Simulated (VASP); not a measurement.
## GaCo in VASP: convergence with ENAUG

Input of the first run (ENAUG 300); the others differ in this setting and in those tied to it:

Contents of INCAR:

```
  ALGO = Normal
  EDIFF = 1E-7
  ENAUG = 300
  ENCUT = 520
  ISIF = 2
  ISMEAR = 1
  ISPIN = 2
  LASPH = True
  LCHARG = False
  LMAXMIX = 4
  LMIXTAU = True
  LORBIT = 11
  LREAL = False
  LWAVE = False
  MAGMOM = 0 2
  METAGGA = R2SCAN
  NELM = 120
  PREC = Medium
  SIGMA = 0.1
```

File KPOINTS:

```
k-points
0
Gamma
  7 7 7
```

The input POSCAR:

```
GaCo
1.0
    2.8780000000      0.0000000000      0.0000000000
    0.0000000000      2.8780000000      0.0000000000
    0.0000000000      0.0000000000      2.8780000000
Ga Co
1 1
Direct
    0.4990080000      0.5029100000      0.4992550000
    0.0019730000      0.0110420000     -0.0040430000
```

Potentials or basis: VASP PAW PBE potentials, release 64 (Ga_d, Co).

Command:

```sh
$ cat potpaw_PBE.64/Ga_d/POTCAR potpaw_PBE.64/Co/POTCAR > POTCAR
$ mpirun -np 1 vasp_std > vasp.out
```

The cell isn't the ideal one: atoms moved at random, drawn with an rms of 0.02 Å.

Hardware: 1 thread of Intel(R) Xeon(R) Platinum 8559C (Emerald Rapids), with other jobs on the host.

| ENAUG | energy less the tightest run, at zero smearing (meV/atom) | pressure (GPa) | largest force (eV/Å) | largest site moment (μB) | SCF cycles | CPU time (s) | peak memory (GiB) |
| --- | --- | --- | --- | --- | --- | --- | --- |
| 300 | -8.28 | -4.41 | 0.119 | 0.57 | 19 | 130 | 0.19 |
| 400 | 2.05 | -4.50 | 0.134 | 0.56 | 20 | 140 | 0.2 |
| 500 | -5.28 | -4.46 | 0.180 | 0.58 | 19 | 120 | 0.2 |
| 700 | 1.45 | -3.99 | 0.189 | 0.56 | 19 | 120 | 0.2 |
| 900 | 1.72 | -4.58 | 0.162 | 0.56 | 19 | 120 | 0.2 |
| 1200 | -0.40 | -4.46 | 0.155 | 0.56 | 19 | 130 | 0.21 |
| 1600 | 0.00 | -4.52 | 0.169 | 0.56 | 19 | 130 | 0.22 |

Against the tightest run, the energy stays within 1 meV/atom from 1200 on; the pressure stays within 0.1 GPa from 900 on; the largest site moment stays within 0.02 μB from 300 on. Not settled before the last step: the largest force (to 0.005 eV/Å). The tightest run that finished is the yardstick and may itself not be fully converged.

Caveat, for the tightest run too: the PAW data sets were made with another functional, which shifts forces and pressure a little.
